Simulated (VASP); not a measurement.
Runs of VASP 6.6.1 on BP. Symmetry: F-43m, No. 216, cubic system. Conventional cell: a = 4.538 Å, b = 4.538 Å, c = 4.538 Å, α = 90.00°, β = 90.00°, γ = 90.00°. Around P (site symmetry -43m) lie 4 B at 1.97 Å. B (site symmetry -43m) has 4 P at 1.97 Å as nearest neighbours. 

| level | potentials or basis | other keys | gap on the mesh (eV) |
| --- | --- | --- | --- |
| LDA | VASP PAW LDA potentials, release 64 (P, B) | MAXMIX = 10 | 1.19 |
| PBEsol | VASP PAW PBE potentials, release 64 (P, B) | - | 1.13 |
| LDA | VASP PAW LDA potentials, release 64 (P, B) | - | 1.19 |
| RPBE | VASP PAW PBE potentials, release 64 (P, B) | - | (a) |
| revPBE | VASP PAW PBE potentials, release 64 (P, B) | - | 1.24 |

Alike in all rows: task band structure; no spin polarisation; cell as given; k mesh 10 × 10 × 10; cutoff (eV) 520; smearing fermi-dirac 0.05 eV.

Q: Fill in the values left out.

A: (a) 1.25.

